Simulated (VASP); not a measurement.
Crystal: In.

```
In
1.0
     4.34802    0.00000    0.00000
    -2.17401    3.76550    0.00000
     0.00000    0.00000    4.93298
In
3
Direct
  0.22540 0.00000 0.33333
  0.00000 0.22540 0.66667
  0.77460 0.77460 0.00000
```

The cell was built by a generator and needn't be a form met in nature.

```yaml
Program: VASP 6.6.1
Task: relaxation of cell and atoms
Functional: r2SCAN
Potentials_or_basis: VASP PAW PBE potentials, release 64 (In_d)
Cutoff: 600 eV
k_mesh: 6 × 6 × 4
Occupations: gaussian, width 0.1 eV
Spin: no spin polarisation
```

At the start: pressure 20.6 GPa; volume 26.92 Å³/atom.

Problem. How do energy, volume and symmetry change on relaxing?

Solution. Over 15 steps the energy falls by 1178.6 meV/atom and the volume is 27.37 Å³/atom (+1.7 %); space group R-3m (No. 166, to 0.05 Å).

Step by step:
```
step  energy change (eV)  largest force (eV/Å)  pressure (GPa)  volume (Å³)
   1              0.0000                6.6133           20.63        80.77
   2             -2.3131                0.0341           -5.17       127.48
   3             -2.7812                0.7992           -2.83       105.09
   4             -3.0156                0.7719           -2.10        97.72
   5             -3.3037                0.6350            2.29        81.58
   6             -3.4675                0.1673            0.48        82.61
   7             -3.5209                0.0011           -0.31        83.30
   8             -3.4680                0.1627           -1.04        84.36
   9             -3.5270                0.0764           -0.65        83.65
  10             -3.5272                0.0658           -0.59        83.60
  11             -3.5321                0.0865            0.23        81.77
  12             -3.5325                0.0817            0.06        82.11
  13             -3.5341                0.0671           -0.08        82.28
  14             -3.5348                0.0514           -0.20        82.44
  15             -3.5358                0.0388            0.00        82.11
```

Final structure:
```
In
1.0
     3.91275    0.00000    0.00000
    -1.95638    3.38854    0.00000
     0.00000    0.00000    6.19332
In
3
Direct
  0.33722 0.00000 0.33333
  0.00000 0.33722 0.66667
  0.66278 0.66278 0.00000
```

Caveat: the PAW data sets were made with another functional, which shifts forces and pressure a little.
